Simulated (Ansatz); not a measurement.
**Sn: single points about a listed cell**

A set of self-consistent runs on Sn under moves of single atoms, random distortions, further strains and shifts, swapped elements, distortions that keep the symmetry, to map its energy surface near the listed cell.

Computed with Ansatz 0.2.0 (DFT PBE, scalar-relativistic, plane waves, PAW, unless a step's input says otherwise).

## (1) Starting point

The structure is tetragonal, space group I4_1/amd (No. 141). Conventional cell: a = 5.880 Å, b = 5.880 Å, c = 3.199 Å, α = 90.00°, β = 90.00°, γ = 90.00°. Sn (site symmetry -4m2) is surrounded by 6 Sn at 3.05 to 3.20 Å.

As a file:

```
CELL_PARAMETERS angstrom
-2.94014 2.94014 1.59930
2.94014 -2.94014 1.59930
2.94014 2.94014 -1.59930
ATOMIC_POSITIONS crystal
Sn 0.75000 0.25000 0.50000
Sn 0.00000 0.00000 0.00000
```

The structure comes from the Materials Project (structure only).

## (2) One atom moved

Against the listed cell: atom 1 (Sn) moved by 0.23 Å.

Input file input.yaml:

```yaml
crystal:
  lattice:
    - [-2.9401404553, 2.9401404553, 1.5993019889]
    - [2.9401404553, -2.9401404553, 1.5993019889]
    - [2.9401404553, 2.9401404553, -1.5993019889]
  atoms:
    - { symbol: Sn, position: [0.7882634781, 0.25, 0.5382634781] }
    - { symbol: Sn, position: [0.0, 0.0, 0.0] }
basis:
  ecutwfc: 420
kpoints:
  mp_grid: { grid: [14, 14, 14] }
hamiltonian:
  xc: pbe
scf:
  occupations: { method: gaussian, width: 0.1 }
output:
  forces: true
  stress: true
  eigenvalues: true
```

## (3) A distortion that keeps the symmetry

Input file input.yaml:

```yaml
crystal:
  lattice:
    - [-2.8545823681, 2.8545823681, 1.5287727712]
    - [2.8545823681, -2.8545823681, 1.5287727712]
    - [2.8545823681, 2.8545823681, -1.5287727712]
  atoms:
    - { symbol: Sn, position: [0.75, 0.25, 0.5] }
    - { symbol: Sn, position: [0.0, 0.0, 0.0] }
basis:
  ecutwfc: 420
kpoints:
  mp_grid: { grid: [14, 14, 14] }
hamiltonian:
  xc: pbe
scf:
  occupations: { method: gaussian, width: 0.1 }
output:
  forces: true
  stress: true
  eigenvalues: true
  populations: true
```

## (4) One element swapped, cell strained: Sn → Si, first probe

Input file input.yaml:

```yaml
crystal:
  lattice:
    - [-2.563771045, 2.563771045, 1.2680337815]
    - [2.563771045, -2.563771045, 1.2680337815]
    - [2.563771045, 2.563771045, -1.2680337815]
  atoms:
    - { symbol: Si, position: [0.75, 0.25, 0.5] }
    - { symbol: Si, position: [0.0, 0.0, 0.0] }
basis:
  ecutwfc: 420
kpoints:
  mp_grid: { grid: [8, 8, 8] }
hamiltonian:
  xc: pbe
scf:
  occupations: { method: gaussian, width: 0.1 }
output:
  forces: true
  stress: true
  eigenvalues: true
```

## (5) Substitution of an element, cell strained: Sn → Si

input.yaml, as its differences from that of step 4:

```diff
@@ -11,3 +11,3 @@
 kpoints:
-  mp_grid: { grid: [8, 8, 8] }
+  mp_grid: { grid: [18, 18, 18] }
 hamiltonian:
@@ -20 +20,2 @@
   eigenvalues: true
+  populations: true
```

## (6) One element swapped, cell strained: Sn → C, first probe

Input file input.yaml:

```yaml
crystal:
  lattice:
    - [-2.1160816959, 2.1160816959, 1.1510516985]
    - [2.1160816959, -2.1160816959, 1.1510516985]
    - [2.1160816959, 2.1160816959, -1.1510516985]
  atoms:
    - { symbol: C, position: [0.75, 0.25, 0.5] }
    - { symbol: C, position: [0.0, 0.0, 0.0] }
basis:
  ecutwfc: 420
kpoints:
  mp_grid: { grid: [8, 8, 8] }
hamiltonian:
  xc: pbe
scf:
  occupations: { method: gaussian, width: 0.1 }
output:
  forces: true
  stress: true
  eigenvalues: true
```

## (7) Substitution of an element, cell strained: Sn → C

input.yaml, as its differences from that of step 6:

```diff
@@ -11,3 +11,3 @@
 kpoints:
-  mp_grid: { grid: [8, 8, 8] }
+  mp_grid: { grid: [20, 20, 20] }
 hamiltonian:
@@ -20 +20,2 @@
   eigenvalues: true
+  populations: true
```

## (8) One atom moved

Input file input.yaml:

```yaml
crystal:
  lattice:
    - [-2.9401404553, 2.9401404553, 1.5993019889]
    - [2.9401404553, -2.9401404553, 1.5993019889]
    - [2.9401404553, 2.9401404553, -1.5993019889]
  atoms:
    - { symbol: Sn, position: [0.75, 0.25, 0.5] }
    - { symbol: Sn, position: [-0.0016000125, -0.0281973813, 0.0165978465] }
basis:
  ecutwfc: 420
kpoints:
  mp_grid: { grid: [14, 14, 14] }
hamiltonian:
  xc: pbe
scf:
  occupations: { method: gaussian, width: 0.1 }
output:
  forces: true
  stress: true
  eigenvalues: true
```

## (9) A distortion that keeps the symmetry

Input file input.yaml:

```yaml
crystal:
  lattice:
    - [-2.9570168615, 2.9570168615, 1.7044401017]
    - [2.9570168615, -2.9570168615, 1.7044401017]
    - [2.9570168615, 2.9570168615, -1.7044401017]
  atoms:
    - { symbol: Sn, position: [0.75, 0.25, 0.5] }
    - { symbol: Sn, position: [0.0, 0.0, 0.0] }
basis:
  ecutwfc: 420
kpoints:
  mp_grid: { grid: [14, 14, 14] }
hamiltonian:
  xc: pbe
scf:
  occupations: { method: gaussian, width: 0.1 }
output:
  forces: true
  stress: true
  eigenvalues: true
```

## (10) A random distortion, cell strained

Input file input.yaml:

```yaml
crystal:
  lattice:
    - [-3.0832623032, 3.057482133, 1.6559080038]
    - [3.0899153995, -3.0734751529, 1.6975403926]
    - [3.1037844836, 3.0939973332, -1.6853094083]
  atoms:
    - { symbol: Sn, position: [0.746933143, 0.2508088082, 0.5126609598] }
    - { symbol: Sn, position: [0.003066857, -0.0008088082, -0.0126609598] }
basis:
  ecutwfc: 420
kpoints:
  mp_grid: { grid: [12, 12, 8] }
hamiltonian:
  xc: pbe
scf:
  occupations: { method: gaussian, width: 0.1 }
output:
  forces: true
  stress: true
  eigenvalues: true
```

Q: Predict the outcome of this session. Wanted: for each run, case; energy; pressure; largest force.

The runs gave:

```
step                                                case  energy (meV/atom)  pressure (GPa)  largest force (eV/Å)  gap on the mesh (eV)
   2                                      one atom moved               +0.0             2.4                  0.93                  0.00
   3                a distortion that keeps the symmetry              +32.1             8.6                  0.00                  0.00
   5  substitution of an element, cell strained: Sn → Si                n/a            -6.6                  0.00                  0.00
   7   substitution of an element, cell strained: Sn → C                n/a           -47.3                  0.00                  0.00
   8                                      one atom moved              -33.8             1.7                  0.43                  0.00
   9                a distortion that keeps the symmetry              -36.2            -1.8                  0.00                  0.00
  10                  a random distortion, cell strained              +4.5*            -4.1                  0.16                  0.00
```

Energies are counted from step 2, with the smearing taken to zero; a star marks another k mesh, which can shift energies by itself, so starred rows don't rank against the others. Other atoms or functionals have another zero of energy (n/a). A gap of 0.00 means none on the mesh at this level.

What this shows: Among the distorted cells of the listed formula and level the largest force, 0.93 eV/Å, comes in step 2, shared by 2 atoms. The pressure is 8.6 GPa in the smallest cell and -4.1 GPa in the largest; between them shape and moved atoms count too. The distorted cells of the listed formula and level show no gap on the mesh.
